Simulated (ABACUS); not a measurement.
Write an ASE script for ABACUS 3.10.1 that does the following.

```
Task                                          : single point
Functional                                    : OLYP
Potentials or basis                           : GBRV ultrasoft 1.5 PBE
Cutoff                                        : 544 eV
Density cutoff                                : 4354 eV
Basis                                         : plane waves
k mesh                                        : 9 × 9 × 9
Occupations                                   : fermi-dirac, width 0.05 eV
Spin                                          : no spin polarisation
Radial cutoff of the potentials (pseudo_rcut) : 10 bohr
SCF threshold on the density                  : 1e-08
Max SCF steps                                 : 100
Eigensolver                                   : dav
Mixing                                        : broyden
Mixing share                                  : 0.7
Symmetry key                                  : 1
Bands                                         : 16
```

The structure of Au lies in Au.cif:

```cif
data_Au
_cell_length_a 4.07000000
_cell_length_b 4.07000000
_cell_length_c 4.07000000
_cell_angle_alpha 90.00000000
_cell_angle_beta 90.00000000
_cell_angle_gamma 90.00000000
_space_group_name_H-M_alt 'Fm-3m'
_space_group_name_Hall '-F 4 2 3'
_space_group_IT_number 225
loop_
_space_group_symop_operation_xyz
'x,y,z'
'-x,-y,-z'
'-y,x,z'
'y,-x,-z'
'-x,-y,z'
'x,y,-z'
'y,-x,z'
'-y,x,-z'
'x,-y,-z'
'-x,y,z'
'-y,-x,-z'
'y,x,z'
'-x,y,-z'
'x,-y,z'
'y,x,-z'
'-y,-x,z'
'z,x,y'
'-z,-x,-y'
'z,-y,x'
'-z,y,-x'
'z,-x,-y'
'-z,x,y'
'z,y,-x'
'-z,-y,x'
'-z,x,-y'
'z,-x,y'
'-z,-y,-x'
'z,y,x'
'-z,-x,y'
'z,x,-y'
'-z,y,x'
'z,-y,-x'
'y,z,x'
'-y,-z,-x'
'x,z,-y'
'-x,-z,y'
'-y,z,-x'
'y,-z,x'
'-x,z,y'
'x,-z,-y'
'-y,-z,x'
'y,z,-x'
'-x,-z,-y'
'x,z,y'
'y,-z,-x'
'-y,z,x'
'x,-z,y'
'-x,z,-y'
'x,y+1/2,z+1/2'
'-x,-y+1/2,-z+1/2'
'-y,x+1/2,z+1/2'
'y,-x+1/2,-z+1/2'
'-x,-y+1/2,z+1/2'
'x,y+1/2,-z+1/2'
'y,-x+1/2,z+1/2'
'-y,x+1/2,-z+1/2'
'x,-y+1/2,-z+1/2'
'-x,y+1/2,z+1/2'
'-y,-x+1/2,-z+1/2'
'y,x+1/2,z+1/2'
'-x,y+1/2,-z+1/2'
'x,-y+1/2,z+1/2'
'y,x+1/2,-z+1/2'
'-y,-x+1/2,z+1/2'
'z,x+1/2,y+1/2'
'-z,-x+1/2,-y+1/2'
'z,-y+1/2,x+1/2'
'-z,y+1/2,-x+1/2'
'z,-x+1/2,-y+1/2'
'-z,x+1/2,y+1/2'
'z,y+1/2,-x+1/2'
'-z,-y+1/2,x+1/2'
'-z,x+1/2,-y+1/2'
'z,-x+1/2,y+1/2'
'-z,-y+1/2,-x+1/2'
'z,y+1/2,x+1/2'
'-z,-x+1/2,y+1/2'
'z,x+1/2,-y+1/2'
'-z,y+1/2,x+1/2'
'z,-y+1/2,-x+1/2'
'y,z+1/2,x+1/2'
'-y,-z+1/2,-x+1/2'
'x,z+1/2,-y+1/2'
'-x,-z+1/2,y+1/2'
'-y,z+1/2,-x+1/2'
'y,-z+1/2,x+1/2'
'-x,z+1/2,y+1/2'
'x,-z+1/2,-y+1/2'
'-y,-z+1/2,x+1/2'
'y,z+1/2,-x+1/2'
'-x,-z+1/2,-y+1/2'
'x,z+1/2,y+1/2'
'y,-z+1/2,-x+1/2'
'-y,z+1/2,x+1/2'
'x,-z+1/2,y+1/2'
'-x,z+1/2,-y+1/2'
'x+1/2,y,z+1/2'
'-x+1/2,-y,-z+1/2'
'-y+1/2,x,z+1/2'
'y+1/2,-x,-z+1/2'
'-x+1/2,-y,z+1/2'
'x+1/2,y,-z+1/2'
'y+1/2,-x,z+1/2'
'-y+1/2,x,-z+1/2'
'x+1/2,-y,-z+1/2'
'-x+1/2,y,z+1/2'
'-y+1/2,-x,-z+1/2'
'y+1/2,x,z+1/2'
'-x+1/2,y,-z+1/2'
'x+1/2,-y,z+1/2'
'y+1/2,x,-z+1/2'
'-y+1/2,-x,z+1/2'
'z+1/2,x,y+1/2'
'-z+1/2,-x,-y+1/2'
'z+1/2,-y,x+1/2'
'-z+1/2,y,-x+1/2'
'z+1/2,-x,-y+1/2'
'-z+1/2,x,y+1/2'
'z+1/2,y,-x+1/2'
'-z+1/2,-y,x+1/2'
'-z+1/2,x,-y+1/2'
'z+1/2,-x,y+1/2'
'-z+1/2,-y,-x+1/2'
'z+1/2,y,x+1/2'
'-z+1/2,-x,y+1/2'
'z+1/2,x,-y+1/2'
'-z+1/2,y,x+1/2'
'z+1/2,-y,-x+1/2'
'y+1/2,z,x+1/2'
'-y+1/2,-z,-x+1/2'
'x+1/2,z,-y+1/2'
'-x+1/2,-z,y+1/2'
'-y+1/2,z,-x+1/2'
'y+1/2,-z,x+1/2'
'-x+1/2,z,y+1/2'
'x+1/2,-z,-y+1/2'
'-y+1/2,-z,x+1/2'
'y+1/2,z,-x+1/2'
'-x+1/2,-z,-y+1/2'
'x+1/2,z,y+1/2'
'y+1/2,-z,-x+1/2'
'-y+1/2,z,x+1/2'
'x+1/2,-z,y+1/2'
'-x+1/2,z,-y+1/2'
'x+1/2,y+1/2,z'
'-x+1/2,-y+1/2,-z'
'-y+1/2,x+1/2,z'
'y+1/2,-x+1/2,-z'
'-x+1/2,-y+1/2,z'
'x+1/2,y+1/2,-z'
'y+1/2,-x+1/2,z'
'-y+1/2,x+1/2,-z'
'x+1/2,-y+1/2,-z'
'-x+1/2,y+1/2,z'
'-y+1/2,-x+1/2,-z'
'y+1/2,x+1/2,z'
'-x+1/2,y+1/2,-z'
'x+1/2,-y+1/2,z'
'y+1/2,x+1/2,-z'
'-y+1/2,-x+1/2,z'
'z+1/2,x+1/2,y'
'-z+1/2,-x+1/2,-y'
'z+1/2,-y+1/2,x'
'-z+1/2,y+1/2,-x'
'z+1/2,-x+1/2,-y'
'-z+1/2,x+1/2,y'
'z+1/2,y+1/2,-x'
'-z+1/2,-y+1/2,x'
'-z+1/2,x+1/2,-y'
'z+1/2,-x+1/2,y'
'-z+1/2,-y+1/2,-x'
'z+1/2,y+1/2,x'
'-z+1/2,-x+1/2,y'
'z+1/2,x+1/2,-y'
'-z+1/2,y+1/2,x'
'z+1/2,-y+1/2,-x'
'y+1/2,z+1/2,x'
'-y+1/2,-z+1/2,-x'
'x+1/2,z+1/2,-y'
'-x+1/2,-z+1/2,y'
'-y+1/2,z+1/2,-x'
'y+1/2,-z+1/2,x'
'-x+1/2,z+1/2,y'
'x+1/2,-z+1/2,-y'
'-y+1/2,-z+1/2,x'
'y+1/2,z+1/2,-x'
'-x+1/2,-z+1/2,-y'
'x+1/2,z+1/2,y'
'y+1/2,-z+1/2,-x'
'-y+1/2,z+1/2,x'
'x+1/2,-z+1/2,y'
'-x+1/2,z+1/2,-y'
loop_
_atom_site_label
_atom_site_type_symbol
_atom_site_symmetry_multiplicity
_atom_site_Wyckoff_symbol
_atom_site_fract_x
_atom_site_fract_y
_atom_site_fract_z
_atom_site_occupancy
Au1 Au 4 a 0.0000000000 0.0000000000 0.0000000000 1
```

These files were run (other wordings do the same):

run_abacus.py

```python
"""ABACUS run from a structure file: ASE reads it, the script writes STRU, KPT and INPUT."""
import re
import subprocess
import spglib
from ase import Atoms
from ase.io import read
from ase.units import Bohr

atoms = read("Au.cif")
cell, frac, numbers = spglib.standardize_cell((atoms.cell[:], atoms.get_scaled_positions(), atoms.numbers), to_primitive=True, symprec=1e-4)
atoms = Atoms(numbers=numbers, cell=cell, scaled_positions=frac, pbc=True)  # the primitive cell
atoms = atoms[(-atoms.numbers).argsort(kind="stable")]  # ABACUS lists atoms element by element
pseudo = {'Au': 'au_pbe_v1.uspp.F.UPF'}
orbital = {}
magmoms = None
kmesh = [9, 9, 9]
params = {
    'suffix': 'Au',
    'calculation': 'scf',
    'basis_type': 'pw',
    'pseudo_dir': './',
    'symmetry': 1,
    'dft_functional': 'GGA_X_OPTX+GGA_C_LYP',
    'ecutwfc': 40,
    'pseudo_rcut': 10,
    'nspin': 1,
    'nbands': 16,
    'ks_solver': 'dav',
    'smearing_method': 'fd',
    'smearing_sigma': 0.00367493,
    'scf_thr': 1e-08,
    'scf_nmax': 100,
    'mixing_type': 'broyden',
    'mixing_beta': 0.7,
    'cal_force': 1,
    'cal_stress': 1,
    'ecutrho': 320,
    'out_chg': 1,
    'kpar': 4,
}

symbols = atoms.get_chemical_symbols()
elements = list(dict.fromkeys(symbols))
lines = ["ATOMIC_SPECIES"] + [f"{e} {atoms.get_masses()[symbols.index(e)]:.4f} {pseudo[e]}" for e in elements]
if orbital:
    lines += ["", "NUMERICAL_ORBITAL"] + [orbital[e] for e in elements]
lines += ["", "LATTICE_CONSTANT", f"{1 / Bohr:.10f}", "", "LATTICE_VECTORS"]
lines += [" ".join(f"{x:.10f}" for x in v) for v in atoms.cell]
lines += ["", "ATOMIC_POSITIONS", "Direct"]
for e in elements:
    lines += ["", e, "0.0", str(symbols.count(e))]
    for i, p in enumerate(atoms.get_scaled_positions(wrap=False)):
        if symbols[i] == e:
            mag = "" if magmoms is None else " mag " + " ".join(str(x) for x in (magmoms[i] if isinstance(magmoms[i], list) else [magmoms[i]]))
            lines.append(" ".join(f"{x:.10f}" for x in p) + " 1 1 1" + mag)
open("STRU", "w").write("\n".join(lines) + "\n")
open("KPT", "w").write("K_POINTS\n0\nGamma\n%d %d %d 0 0 0\n" % tuple(kmesh))
open("INPUT", "w").write("INPUT_PARAMETERS\n" + "".join(f"{k:<20s}{v}\n" for k, v in params.items()))

done = subprocess.run(['mpirun', '-np', '4', 'abacus'])
if done.returncode:
    raise SystemExit(done.returncode)
log = open("OUT.Au/running_scf.log").read()
print("final energy (eV):", re.findall(r"FINAL_ETOT_IS (\S+)", log))
```

Potentials or basis: GBRV ultrasoft 1.5 PBE, plane waves.

Run with:

```bash
$ OMP_NUM_THREADS=1 python run_abacus.py > log
```

It gave:

| Item | Value |
| --- | --- |
| Pressure | 8.9 GPa |
| Band gap on the k mesh | none (metal or under the smearing width) |

Caveat: the potentials were made for another functional, which shifts forces and pressure.

It took 7.4 s on 4 MPI ranks on AMD EPYC 9R14 (Zen 4), on a shared host, peak memory 0.48 GiB a rank.
